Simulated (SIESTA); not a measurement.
Here is a SIESTA 5.4.2 calculation.

The input Ge.fdf:

```
SystemName                      Germanium
SystemLabel                     Ge
NumberOfSpecies                 1
NumberOfAtoms                   2
%block ChemicalSpeciesLabel
  1  32 Ge
%endblock ChemicalSpeciesLabel

LatticeConstant                 1.0 Ang
%block LatticeVectors
     0.0000000000     2.8289100000     2.8289100000
     2.8289100000     0.0000000000     2.8289100000
     2.8289100000     2.8289100000     0.0000000000
%endblock LatticeVectors
AtomicCoordinatesFormat         Fractional
%block AtomicCoordinatesAndAtomicSpecies
     0.7500000000     0.7500000000     0.7500000000  1  Ge
     0.5000000000     0.5000000000     0.5000000000  1  Ge
%endblock AtomicCoordinatesAndAtomicSpecies

%block kgrid.MonkhorstPack
    8   0   0  0.0
    0   8   0  0.0
    0   0   8  0.0
%endblock kgrid.MonkhorstPack
XC.Functional                   GGA
XC.Authors                      PBE
PAO.BasisSize                   TZP
PAO.EnergyShift                 0.01 Ry
Mesh.Cutoff                     800 Ry
OccupationFunction              FD
ElectronicTemperature           0.05 eV
MaxSCFIterations                120
SCF.MustConverge                false
SCF.Mixer.Method                Pulay
SCF.Mixer.Weight                0.25
SCF.Mixer.History               8
SCF.DM.Tolerance                5.0e-05
SCF.H.Tolerance                 1.0e-03 eV
WriteForces                     true
Charge.Mulliken                 end
BandLinesScale                  ReciprocalLatticeVectors
%block BandLines
    1    0.000000   0.000000   0.000000  \Gamma
   12    0.500000   0.000000   0.500000  X
    6    0.500000   0.250000   0.750000  W
    4    0.375000   0.375000   0.750000  K
   13    0.000000   0.000000   0.000000  \Gamma
   11    0.500000   0.500000   0.500000  L
    8    0.625000   0.250000   0.625000  U
    4    0.500000   0.250000   0.750000  W
    9    0.500000   0.500000   0.500000  L
    8    0.375000   0.375000   0.750000  K
    1    0.625000   0.250000   0.625000  U
    4    0.500000   0.000000   0.500000  X
%endblock BandLines
```

Potentials or basis: PseudoDojo 0.4 standard (PBE files), TZP (energy shift 0.01 Ry).

Launch:

```console
$ siesta < Ge.fdf > Ge.out 2>&1
```

Predict the band gap on the k mesh.

none (metal or under the smearing width).

Estimate the pressure.

4.6 GPa.

Levels at the corners of the path, in eV from the Fermi level:
| point | band 11 | band 12 | band 13 | band 14 | band 15 | band 16 | band 17 | band 18 |
| --- | --- | --- | --- | --- | --- | --- | --- | --- |
| Γ | -12.92 | -0.15 | -0.03 | -0.03 | -0.03 | 2.51 | 2.51 | 2.51 |
| X | -9.11 | -9.11 | -3.31 | -3.31 | 0.88 | 0.88 | 9.55 | 9.55 |
| W | -9.00 | -9.00 | -4.12 | -4.12 | 4.37 | 4.37 | 5.08 | 5.08 |
| K | -9.57 | -8.51 | -4.56 | -2.85 | 1.26 | 4.27 | 7.33 | 7.55 |
| Γ | -12.92 | -0.15 | -0.03 | -0.03 | -0.03 | 2.51 | 2.51 | 2.51 |
| L | -10.90 | -7.84 | -1.57 | -1.57 | 0.17 | 3.96 | 3.96 | 7.85 |
| U | -9.57 | -8.51 | -4.56 | -2.85 | 1.26 | 4.27 | 7.33 | 7.55 |
| W | -9.00 | -9.00 | -4.12 | -4.12 | 4.37 | 4.37 | 5.08 | 5.08 |
| L | -10.90 | -7.84 | -1.57 | -1.57 | 0.17 | 3.96 | 3.96 | 7.85 |
| K | -9.57 | -8.51 | -4.56 | -2.85 | 1.26 | 4.27 | 7.33 | 7.55 |
| U | -9.57 | -8.51 | -4.56 | -2.85 | 1.26 | 4.27 | 7.33 | 7.55 |
| X | -9.11 | -9.11 | -3.31 | -3.31 | 0.88 | 0.88 | 9.55 | 9.55 |

Caveat: semicore shells carry a single zeta, which can move pressures by several GPa and volumes by a few percent; the basis of atomic orbitals isn't converged, which shifts pressures, moduli and gaps.

**What was measured.**

“Electronic and optical properties of SixGe1-x-ySny alloys lattice-matched to Ge”, 2021, arxiv:2109.02782 reports, for a bulk crystal of Ge at 293 K: band gap 0.666 eV (indirect).

A measured gap of Ge is 0.666 eV (indirect; 293 K; “Electronic and optical properties of SixGe1-x-ySny alloys lattice-matched to Ge”, 2021, arxiv:2109.02782); the calculated 0.00 eV misses it by -0.67 eV. 3 values of this kind are on record (0.666 to 0.807 eV); this one was drawn at random among those near their median. Spin-orbit coupling on Ge is left out. The value is that of PBE in an atomic basis (PseudoDojo 0.4 standard (PBE files), TZP (energy shift 0.01 Ry)), whose error adds to the functional's, on a finite k mesh, which can miss the band edges, without temperature or zero-point motion. Semilocal functionals fall short of measured gaps as a rule.
